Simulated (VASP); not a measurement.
Input of a VASP 6.6.1 run:

Contents of INCAR:

```
SYSTEM = Ge
  PREC = Accurate
  ENCUT = 520
  EDIFF = 1E-6
  ISMEAR = -1
  SIGMA = 0.05
  LREAL = .FALSE.
  LASPH = .TRUE.
  NELM = 100
  ALGO = Normal
  ISIF = 2
  LWAVE = .FALSE.
  LCHARG = .FALSE.
  METAGGA = SCAN
  LMIXTAU = .TRUE.
```

Contents of KPOINTS:

```
Automatic mesh
0
G
  8 8 8
  0 0 0
```

File POSCAR:

```
Ge
1.0
    0.0000000000      2.8289100000      2.8289100000
    2.8289100000      0.0000000000      2.8289100000
    2.8289100000      2.8289100000      0.0000000000
Ge
2
Direct
    0.7500000000      0.7500000000      0.7500000000
    0.5000000000      0.5000000000      0.5000000000
```

File KPOINTS_OPT:

```
path GXWKGLUWLK,UX
15
line-mode
reciprocal
 0.0000000000  0.0000000000  0.0000000000  G
 0.5000000000  0.0000000000  0.5000000000  X

 0.5000000000  0.0000000000  0.5000000000  X
 0.5000000000  0.2500000000  0.7500000000  W

 0.5000000000  0.2500000000  0.7500000000  W
 0.3750000000  0.3750000000  0.7500000000  K

 0.3750000000  0.3750000000  0.7500000000  K
 0.0000000000  0.0000000000  0.0000000000  G

 0.0000000000  0.0000000000  0.0000000000  G
 0.5000000000  0.5000000000  0.5000000000  L

 0.5000000000  0.5000000000  0.5000000000  L
 0.6250000000  0.2500000000  0.6250000000  U

 0.6250000000  0.2500000000  0.6250000000  U
 0.5000000000  0.2500000000  0.7500000000  W

 0.5000000000  0.2500000000  0.7500000000  W
 0.5000000000  0.5000000000  0.5000000000  L

 0.5000000000  0.5000000000  0.5000000000  L
 0.3750000000  0.3750000000  0.7500000000  K

 0.6250000000  0.2500000000  0.6250000000  U
 0.5000000000  0.0000000000  0.5000000000  X
```

Potentials or basis: VASP PAW PBE potentials, release 64 (Ge_d).

The run is started by

```sh
$ cat potpaw_PBE.64/Ge_d/POTCAR > POTCAR
$ mpirun -np 1 vasp_std > vasp.out
```

(1) Estimate the band gap on the k mesh.

(2) Estimate the band gap along the path.

Answers

(1) 0.17 eV, direct.

(2) 0.17 eV, direct.

**The experiment to reproduce.**

“Electronic and optical properties of SixGe1-x-ySny alloys lattice-matched to Ge”, 2021, arxiv:2109.02782 reports, for a bulk crystal of Ge at 300 K: band gap 0.807 eV (direct).

Against the measured gap of Ge, 0.807 eV (direct; 300 K; “Electronic and optical properties of SixGe1-x-ySny alloys lattice-matched to Ge”, 2021, arxiv:2109.02782), the calculated 0.17 eV is off by -0.64 eV. 3 values of this kind are on record (0.666 to 0.807 eV); this one was drawn at random among those near their median. Spin-orbit coupling on Ge is left out. The value is that of SCAN, without temperature or zero-point motion.
